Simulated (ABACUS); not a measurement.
Crystal: Nb.

```xyz
1
Lattice="-1.6640 1.6640 1.6640 1.6640 -1.6640 1.6640 1.6640 1.6640 -1.6640" Properties=species:S:1:pos:R:3 pbc="T T T"
Nb    0.0000    0.0000    0.0000
```

Base run:

* Program: ABACUS 3.10.1
* Functional: PBE
* Potentials or basis: PseudoDojo NC SR 0.4.1 PBE standard
* Cutoff: 1116 eV
* Density cutoff: 4463 eV
* Basis: plane waves
* k mesh: 9 × 9 × 9
* Occupations: fermi-dirac, width 0.05 eV
* Spin: no spin polarisation

Its results: band gap on the k mesh none (metal or under the smearing width); pressure -2.7 GPa.

Problem. The run is repeated on the same cell with these changes: functional from PBE to HLE16. What comes out?

Solution. Band gap on the k mesh none (metal or under the smearing width); pressure -38.6 GPa.

Caveats: the cell as given lies far from equilibrium (some runs); the potentials were made for a functional far from this one (some runs); so large a pressure means that the cell lies far from this level's equilibrium, or that cutoff or potentials fall short (some runs); the potentials were made for another functional, which shifts forces and pressure (some runs).
